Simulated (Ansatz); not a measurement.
Pb, 2 atoms in the cell. Symmetry: P6_3/mmc, No. 194, hexagonal system. The conventional cell has a = 3.480 Å, b = 3.480 Å, c = 5.590 Å, α = 90.00°, β = 90.00°, γ = 120.00°. Around Pb (site symmetry -6m2) lie 12 Pb at 3.44 to 3.48 Å. This isn't the form of Pb at room conditions, which is fcc.

| Property | Result |
| --- | --- |
| Program | Ansatz 0.2.0 |
| Task | band structure |
| Functional | LDA |
| Potentials or basis | all-electron LAPW, scalar-relativistic |
| Cutoff | 161 eV (chosen from the basis error) |
| Basis error allowed | 0.001 eV/atom |
| k mesh | 9 × 9 × 5 |
| Occupations | fermi-dirac, width 0.05 eV |
| Spin | no spin polarisation |

Potentials or basis: all-electron LAPW, scalar-relativistic.

Run with:

```console
$ ansatz run input.yaml --threads 1 --pin off --max-ram 3072MiB --backend cpu --events-out ev --progress --plain --runs-dir out
```

Hardware: 1 thread of Intel(R) Xeon(R) Processor @ 2.50GHz (Skylake/Cascade Lake) (shared host).

Question: Estimate the wall time of this run.

Answer: Wall time 42 s on 1 thread of Intel(R) Xeon(R) Processor @ 2.50GHz (Skylake/Cascade Lake) (shared host), peak memory 0.34 GiB. Counts: scf iterations 6, plane waves 287, k points 36, bands 44.
